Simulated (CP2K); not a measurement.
# PbS (Galena) (Fm-3m) in CP2K: further runs

One crystal, PbS (Galena), is run at these levels: PBE, LDA, PBEsol, r2SCAN, TB-mBJ; tasks: band structure.

Program: CP2K 2026.2. These are calculated values, not measurements. Logs are shortened: lines on timing, memory, paths and dates and some standing lists are left out, and cuts for length are marked.

**1. The crystal as given**

Symmetry: Fm-3m, No. 225, cubic system. The conventional cell has a = 5.931 Å, b = 5.931 Å, c = 5.931 Å, α = 90.00°, β = 90.00°, γ = 90.00°. Pb (site symmetry m-3m) has 6 S at 2.97 Å as nearest neighbours. S (site symmetry m-3m) has 6 Pb at 2.97 Å as nearest neighbours.

**2. Band structure, PBE**

pbs_bands.inp

```
&GLOBAL
  PROJECT pbs_bands
  RUN_TYPE ENERGY_FORCE
  PRINT_LEVEL LOW
&END GLOBAL
&FORCE_EVAL
  METHOD QS
  STRESS_TENSOR ANALYTICAL
  &DFT
    BASIS_SET_FILE_NAME BASIS_MOLOPT_UZH
    POTENTIAL_FILE_NAME POTENTIAL_UZH
    &MGRID
      CUTOFF 450
      REL_CUTOFF 60
      NGRIDS 5
    &END MGRID
    &QS
      METHOD GPW
      EPS_DEFAULT 1.0E-9
    &END QS
    &KPOINTS
      SCHEME MONKHORST-PACK 8 8 8
      GAMMA_CENTERED T
      SYMMETRY T
      SYMMETRY_BACKEND SPGLIB
    &END KPOINTS
    &SCF
      SCF_GUESS ATOMIC
      EPS_SCF 1.0E-6
      MAX_SCF 100
      ADDED_MOS 10
      CHOLESKY OFF
      EPS_EIGVAL 1.0E-7
      &DIAGONALIZATION ON
        ALGORITHM STANDARD
      &END DIAGONALIZATION
      &MIXING ON
        METHOD BROYDEN_MIXING
        ALPHA 0.4
        BETA 1.5
        NBUFFER 8
      &END MIXING
      &SMEAR ON
        METHOD FERMI_DIRAC
        ELECTRONIC_TEMPERATURE [K] 116.045
      &END SMEAR
    &END SCF
    &XC
      &XC_FUNCTIONAL
        &GGA_X_PBE
        &END GGA_X_PBE
        &GGA_C_PBE
        &END GGA_C_PBE
      &END XC_FUNCTIONAL
    &END XC
    &PRINT
      &KPOINTS ON
      &END KPOINTS
      &MULLIKEN ON
      &END MULLIKEN
      &MO ON
        ENERGIES T
        OCCUPATION_NUMBERS T
        &EACH
          QS_SCF 0
        &END EACH
        ADD_LAST NUMERIC
      &END MO
      &BAND_STRUCTURE
        FILE_NAME bands.bs
        ADDED_MOS 4
        &KPOINT_SET
          UNITS B_VECTOR
          NPOINTS 10
          SPECIAL_POINT GAMMA 0.00000000 0.00000000 0.00000000
          SPECIAL_POINT X 0.50000000 0.00000000 0.50000000
          SPECIAL_POINT W 0.50000000 0.25000000 0.75000000
          SPECIAL_POINT K 0.37500000 0.37500000 0.75000000
          SPECIAL_POINT GAMMA 0.00000000 0.00000000 0.00000000
          SPECIAL_POINT L 0.50000000 0.50000000 0.50000000
          SPECIAL_POINT U 0.62500000 0.25000000 0.62500000
          SPECIAL_POINT W 0.50000000 0.25000000 0.75000000
          SPECIAL_POINT L 0.50000000 0.50000000 0.50000000
          SPECIAL_POINT K 0.37500000 0.37500000 0.75000000
        &END KPOINT_SET
        &KPOINT_SET
          UNITS B_VECTOR
          NPOINTS 10
          SPECIAL_POINT U 0.62500000 0.25000000 0.62500000
          SPECIAL_POINT X 0.50000000 0.00000000 0.50000000
        &END KPOINT_SET
      &END BAND_STRUCTURE
    &END PRINT
  &END DFT
  &SUBSYS
    &CELL
      A 4.1942038726 0.0000000000 0.0000000000
      B 2.0971019363 3.6322871023 0.0000000000
      C 2.0971019363 1.2107623674 3.4245531217
      PERIODIC XYZ
    &END CELL
    &COORD
      SCALED
      Pb  0.0000000000 0.0000000000 0.0000000000
      S   0.5000000000 0.5000000000 0.5000000000
    &END COORD
    &KIND Pb
      BASIS_SET TZVP-MOLOPT-PBE-GTH-q4
      POTENTIAL GTH-PBE-q4
    &END KIND
    &KIND S
      BASIS_SET TZVP-MOLOPT-PBE-GTH-q6
      POTENTIAL GTH-PBE-q6
    &END KIND
    &PRINT
      &ATOMIC_COORDINATES ON
      &END ATOMIC_COORDINATES
      &CELL ON
      &END CELL
      &SYMMETRY ON
      &END SYMMETRY
    &END PRINT
  &END SUBSYS
  &PRINT
    &FORCES ON
    &END FORCES
    &STRESS_TENSOR ON
    &END STRESS_TENSOR
  &END PRINT
&END FORCE_EVAL
```

Potentials or basis: POTENTIAL_UZH Pb GTH-PBE-q4, S GTH-PBE-q6; TZVP-MOLOPT-PBE-GTH basis.

The run is started by

```bash
> OMP_NUM_THREADS=2 cp2k.psmp -i pbs_bands.inp -o pbs_bands.out
```

pbs_bands.out:

```text

 CP2K| version string:                                       CP2K version 2026.2
 CP2K| Input file name                                             pbs_bands.inp

 GLOBAL| Force Environment number                                              1
 GLOBAL| Basis set file name                                    BASIS_MOLOPT_UZH
 GLOBAL| Potential file name                                       POTENTIAL_UZH
 GLOBAL| MM Potential file name                                     MM_POTENTIAL
 GLOBAL| Coordinate file name                                      __STD_INPUT__
 GLOBAL| Method name                                                        CP2K
 GLOBAL| Project name                                                  pbs_bands
 GLOBAL| Run type                                                   ENERGY_FORCE
 GLOBAL| FFT library                                                       FFTW3
[... 5 lines left out ...]
 GLOBAL| Global print level                                                  LOW
 GLOBAL| Total number of message passing processes                             1
 GLOBAL| Number of threads for this process                                    2
 GLOBAL| CPU model name                                                  UNKNOWN

 CELL| Volume [angstrom^3]:                                            52.171535
 CELL| Vector a [angstrom]:       4.194     0.000     0.000   |a| =     4.194204
 CELL| Vector b [angstrom]:       2.097     3.632     0.000   |b| =     4.194204
 CELL| Vector c [angstrom]:       2.097     1.211     3.425   |c| =     4.194204
 CELL| Angle (b,c), alpha [degree]:                                    60.000000
 CELL| Angle (a,c), beta  [degree]:                                    60.000000
 CELL| Angle (a,b), gamma [degree]:                                    60.000000
 CELL| Numerically orthorhombic:                                              NO
 CELL| Periodicity                                                           XYZ

 CELL_REF| Volume [angstrom^3]:                                        52.171535
 CELL_REF| Vector a [angstrom     4.194     0.000     0.000   |a| =     4.194204
 CELL_REF| Vector b [angstrom     2.097     3.632     0.000   |b| =     4.194204
 CELL_REF| Vector c [angstrom     2.097     1.211     3.425   |c| =     4.194204
 CELL_REF| Angle (b,c), alpha [degree]:                                60.000000
 CELL_REF| Angle (a,c), beta  [degree]:                                60.000000
 CELL_REF| Angle (a,b), gamma [degree]:                                60.000000
 CELL_REF| Numerically orthorhombic:                                          NO
 CELL_REF| Periodicity                                                       XYZ

[... 9 lines left out ...]

  Total number of            - Atomic kinds:                                   2
                             - Atoms:                                          2
                             - Shell sets:                                     2
                             - Shells:                                        14
                             - Primitive Cartesian functions:                  8
                             - Cartesian basis functions:                     36
                             - Spherical basis functions:                     34

  Maximum angular momentum of- Orbital basis functions:                        2
                             - Local part of the GTH pseudopotential:          0
                             - Non-local part of the GTH pseudopotential:      4

 MODULE QUICKSTEP: ATOMIC COORDINATES IN ANGSTROM

   Atom Kind Element         X             Y             Z       Z(eff)     Mass
      1    1 Pb   82      0.000000      0.000000      0.000000   4.0000 207.2000
      2    2 S    16      4.194204      2.421525      1.712277   6.0000  32.0650

 Crystal Symmetry Information
       International Symbol:                                               Fm-3m
       Point Group Symbol:                                                  m-3m
       Schoenflies Symbol:                                                  Oh^5
       Number of Symmetry Operations:                                         48

 SCF PARAMETERS         Density guess:                                    ATOMIC
                        --------------------------------------------------------
                        max_scf:                                             100
                        max_scf_history:                                       0
                        max_diis:                                              4
[... 5 lines left out ...]
                        --------------------------------------------------------
                        level_shift [a.u.]:                             0.000000
                        added MOs                                        10    0
[... 68 lines left out ...]
     1 NoMix/Diag. 0.40E+00    0.6     0.73797980       -13.8090519067 -1.38E+01
     2 Broy./Diag. 0.40E+00    0.4     0.05321354       -13.3857868235  4.23E-01
     3 Broy./Diag. 0.40E+00    0.4     0.11769171       -13.6205034041 -2.35E-01
     4 Broy./Diag. 0.40E+00    0.5     0.02730548       -13.8431764071 -2.23E-01
     5 Broy./Diag. 0.40E+00    0.5     0.01206421       -13.7873142079  5.59E-02
     6 Broy./Diag. 0.40E+00    0.5     0.00181362       -13.7946662186 -7.35E-03
     7 Broy./Diag. 0.40E+00    0.5     0.00092144       -13.7883279221  6.34E-03
     8 Broy./Diag. 0.40E+00    0.5     0.00022682       -13.7893729820 -1.05E-03
     9 Broy./Diag. 0.40E+00    0.5     0.00005466       -13.7891915255  1.81E-04
    10 Broy./Diag. 0.40E+00    0.5     0.00012459       -13.7890600117  1.32E-04
    11 Broy./Diag. 0.40E+00    0.5     0.00004633       -13.7890259477  3.41E-05
    12 Broy./Diag. 0.40E+00    0.5     0.00001073       -13.7890229323  3.02E-06
    13 Broy./Diag. 0.40E+00    0.5     0.00000150       -13.7890236502 -7.18E-07
    14 Broy./Diag. 0.40E+00    0.5     0.00000029       -13.7890241432 -4.93E-07

  *** SCF run converged in    14 steps ***

  Electronic density on regular grids:         -9.9999999998        0.0000000002
  Core density on regular grids:                9.9999999724       -0.0000000276
  Total charge density on r-space grids:       -0.0000000273
  Total charge density g-space grids:          -0.0000000273

  Overlap energy of the core charge distribution:               0.00000000000421
  Self energy of the core charge distribution:                -31.30129766141820
  Core Hamiltonian energy:                                      6.77496614597345
  Hartree energy:                                              13.98517913644877
  Exchange-correlation energy:                                 -3.24787176290315
  Electronic entropic energy:                                  -0.00000000132871
  Fermi energy:                                                 0.16752654447706

  Total energy:                                               -13.78902414322362
  Total energy (extrapolated to T->0):                        -13.78902414255926

 MO| EIGENVALUES AND OCCUPATION NUMBERS FOR K POINT 1
 MO|
 MO|  Index      Eigenvalue [a.u.]        Eigenvalue [eV]             Occupation
 MO|      1              -0.307848              -8.376970               2.000000
 MO|      2              -0.152639              -4.153527               2.000000
 MO|      3               0.087382               2.377796               2.000000
 MO|      4               0.087383               2.377801               2.000000
 MO|      5               0.140902               3.834133               2.000000
 MO|      6               0.202216               5.502569               0.000000
 MO|      7               0.247141               6.725043               0.000000
 MO|      8               0.247141               6.725047               0.000000
 MO|      9               0.474041              12.899307               0.000000
 MO|     10               0.560000              15.238372               0.000000
 MO|     11               0.560001              15.238393               0.000000
 MO|     12               0.641917              17.467449               0.000000
 MO|     13               0.728853              19.833112               0.000000
[... 277 lines left out ...]
 MO|      5               0.116374               3.166696               2.000000
 MO|      6               0.227675               6.195355               0.000000
 MO|      7               0.280515               7.633191               0.000000
 MO|      8               0.315844               8.594550               0.000000
 MO|      9               0.444595              12.098049               0.000000
 MO|     10               0.574936              15.644808               0.000000
 MO|     11               0.607669              16.535507               0.000000
 MO|     12               0.642558              17.484894               0.000000
 MO|     13               0.665166              18.100095               0.000000
 MO|     14               0.780905              21.249516               0.000000
 MO|     15               0.792028              21.552165               0.000000
 MO| Sum:                                                              10.000000
 MO| E(Fermi):            0.167527 a.u.          4.558629 eV
 MO| Band gap:            0.111301 a.u.          3.028658 eV

 [... the levels of further k-points ...]

 !-----------------------------------------------------------------------------!
                     Mulliken Population Analysis

 #  Atom  Element  Kind  Atomic population                           Net charge
       1     Pb       1          3.141661                              0.858339
       2     S        2          6.858339                             -0.858339
 # Total charge                             10.000000                 -0.000000

 !-----------------------------------------------------------------------------!

 KPOINTS| Band Structure Calculation
 KPOINTS| Number of k-point sets                                               2
 KPOINTS| Number of added MOs/bands                                            4
 KPOINTS| Number of k-points in set    1                                      91
 KPOINTS| In units of b-vector [2pi/Bohr]
 KPOINTS| Special point     1       GAMMA     0.000000     0.000000     0.000000
 KPOINTS| Special point     2           X     0.500000     0.000000     0.500000
 KPOINTS| Special point     3           W     0.500000     0.250000     0.750000
 KPOINTS| Special point     4           K     0.375000     0.375000     0.750000
 KPOINTS| Special point     5       GAMMA     0.000000     0.000000     0.000000
 KPOINTS| Special point     6           L     0.500000     0.500000     0.500000
 KPOINTS| Special point     7           U     0.625000     0.250000     0.625000
 KPOINTS| Special point     8           W     0.500000     0.250000     0.750000
 KPOINTS| Special point     9           L     0.500000     0.500000     0.500000
 KPOINTS| Special point    10           K     0.375000     0.375000     0.750000
 KPOINTS| Number of k-points in set    2                                      11
 KPOINTS| In units of b-vector [2pi/Bohr]
 KPOINTS| Special point     1           U     0.625000     0.250000     0.625000
 KPOINTS| Special point     2           X     0.500000     0.000000     0.500000

 ENERGY| Total FORCE_EVAL ( QS ) energy [hartree]            -13.789024418035815

 FORCES| Atomic forces [hartree/bohr]
 FORCES|   Atom     x               y               z               |f|
 FORCES|      1  8.12416082E-17  4.87845793E-16  7.87729809E-16   9.30113955E-16
 FORCES|      2  8.68373265E-15  3.32011500E-15  8.50963089E-15   1.26033406E-14
 FORCES| Sum     8.76497426E-15  3.80796080E-15  9.29736070E-15
 FORCES| Total atomic force                                       1.33329012E-14

 STRESS| Analytical stress tensor [bar]
 STRESS|                        x                   y                   z
 STRESS|      x        2.94014024183E+04   2.77658055570E-02  -1.05047898080E-02
 STRESS|      y        2.77658055570E-02   2.94019866217E+04   1.80778027315E-01
 STRESS|      z       -1.05047898080E-02   1.80778027315E-01   2.94017040815E+04
 STRESS| 1/3 Trace                                             2.94016977071E+04
 STRESS| Determinant                                           2.54165865411E+13

 STRESS| Eigenvectors and eigenvalues of the analytical stress tensor [bar]
 STRESS|                        1                   2                   3
 STRESS| Eigenvalues   2.94013996451E+04   2.94016180788E+04   2.94020753976E+04
 STRESS|      x           0.994596794126     -0.099300530764      0.030275761006
 STRESS|      y          -0.070515030370     -0.432175491220      0.899028350655
 STRESS|      z           0.076189550507      0.896305611596      0.436842538010
```

Wall time 7.9 s (2 threads of Arm Neoverse V2, shared host); peak memory 0.27 GiB.

What came out:

| Quantity | Value |
| --- | --- |
| Free energy | -375.2184 eV |
| Pressure | 2.9 GPa |
| Band gap on the k mesh | 0.23 eV, direct |
| Band gap along the path | 0.23 eV, direct |
| Mulliken charges | Pb +0.86; S -0.86 e |

Levels at the corners of the path, in eV from the valence-band top:
| point | band 2 | band 3 | band 4 | band 5 | band 6 | band 7 | band 8 | band 9 |
| --- | --- | --- | --- | --- | --- | --- | --- | --- |
| Γ | -6.10 | -2.30 | -2.30 | -2.30 | 5.38 | 5.38 | 5.38 | 7.12 |
| X | -7.29 | -5.46 | -3.62 | -3.62 | 3.81 | 5.57 | 5.80 | 5.80 |
| W | -8.09 | -4.67 | -4.67 | -1.15 | 2.13 | 4.72 | 4.72 | 8.85 |
| K | -8.13 | -5.03 | -3.14 | -2.64 | 3.32 | 4.13 | 5.08 | 6.54 |
| Γ | -6.10 | -2.30 | -2.30 | -2.30 | 5.38 | 5.38 | 5.38 | 7.12 |
| L | -9.05 | -2.01 | -2.01 | 0.00 | 0.23 | 1.93 | 1.93 | 9.23 |
| U | -8.13 | -5.03 | -3.14 | -2.64 | 3.32 | 4.13 | 5.08 | 6.54 |
| W | -8.09 | -4.67 | -4.67 | -1.15 | 2.13 | 4.72 | 4.72 | 8.85 |
| L | -9.05 | -2.01 | -2.01 | 0.00 | 0.23 | 1.93 | 1.93 | 9.23 |
| K | -8.13 | -5.03 | -3.14 | -2.64 | 3.32 | 4.13 | 5.08 | 6.54 |
| U | -8.13 | -5.03 | -3.14 | -2.64 | 3.32 | 4.13 | 5.08 | 6.54 |
| X | -7.29 | -5.46 | -3.62 | -3.62 | 3.81 | 5.57 | 5.80 | 5.80 |

Caveat: Mulliken charges move with the basis; spin-orbit coupling is left out, which as a rule narrows the gap of such compounds by several tenths of an eV; the basis of atomic orbitals isn't converged, which shifts pressures, moduli and gaps.

[end of part 1 of 3]
